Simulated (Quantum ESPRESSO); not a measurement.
SrCl2:

```
Sr Cl
1.0
     0.00000    3.48835    3.48835
     3.48835    0.00000    3.48835
     3.48835    3.48835    0.00000
Sr Cl
1 2
Direct
  0.00000 0.00000 0.00000
  0.75000 0.75000 0.75000
  0.25000 0.25000 0.25000
```

```yaml
Program: Quantum ESPRESSO 7.5
Task: single point
Functional: PBE
Potentials_or_basis: SSSP 1.3 efficiency PBE
Cutoff: 748 eV
Density_cutoff: 5987 eV
k_mesh: 7 × 7 × 7
Occupations: fermi-dirac, width 0.05 eV
Spin: no spin polarisation
```

On this cell: pressure 1.0 GPa; largest force zero by symmetry; band gap on the k mesh 5.38 eV, indirect (least direct gap 5.68 eV).

The same run follows on a disturbed copy (atoms moved at random, drawn with an rms of 0.05 Å):

```
Sr Cl
1.0
     0.00000    3.48835    3.48835
     3.48835    0.00000    3.48835
     3.48835    3.48835    0.00000
Sr Cl
1 2
Direct
  0.99028 0.99978 0.99929
  0.74941 0.75593 0.74881
  0.26038 0.25031 0.24447
```

Q: What does the disturbed cell give?

A: The energy moves by +3.4 meV/atom; pressure 1.0 GPa; largest force 0.214 eV/Å; band gap on the k mesh 5.37 eV, indirect (least direct gap 5.68 eV).

Forces on the atoms (eV/Å):
```
Sr  -0.005  0.124  0.175
Cl  -0.084 -0.013 -0.047
Cl   0.090 -0.111 -0.128
```

Stress tensor (GPa, compression positive):
```
 1.06 -0.09 -0.11
-0.09  1.04  0.22
-0.11  0.22  1.03
```

Caveats: an odd mesh through Γ misses points on the zone boundary, where band edges often lie.
